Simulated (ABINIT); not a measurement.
Al:

```
CELL_PARAMETERS angstrom
4.49160 0.00000 0.00000
-2.24580 3.88984 0.00000
0.00000 0.00000 2.72260
ATOMIC_POSITIONS crystal
Al 0.33333 0.66667 0.00000
Al 0.66667 0.33333 0.00000
```

The cell was built by a generator and needn't be a form met in nature.

* Program: ABINIT 10.8.3 (patched build)
* Task: single point
* Functional: PBE
* Potentials or basis: JTH PAW PBE v2.0
* Cutoff: 408 eV
* k mesh: 7 × 7 × 10
* Occupations: fermi-dirac, width 0.05 eV
* Spin: no spin polarisation

On this cell: pressure 1.6 GPa; largest force under 0.003 eV/Å; band gap on the k mesh none (metal or under the smearing width).

The same run follows on a disturbed copy (atoms moved at random, drawn with an rms of 0.05 Å):

```
Al
1.0
     4.49160    0.00000    0.00000
    -2.24580    3.88984    0.00000
     0.00000    0.00000    2.72260
Al
2
Direct
  0.31656 0.65768 0.01194
  0.66034 0.32091 0.97515
```

Q: What does the disturbed cell give?

A: The energy (extrapolated to zero smearing) moves by +1.7 meV/atom; pressure 1.6 GPa; largest force 0.382 eV/Å; band gap on the k mesh none (metal or under the smearing width).

Forces in eV/Å, atoms in the order of the input:
```
Al   0.350 -0.067  0.138
Al  -0.350  0.067 -0.138
```

Stress tensor (GPa, compression positive):
```
 1.63  1.40  0.10
 1.40  2.24 -0.02
 0.10 -0.02  0.93
```
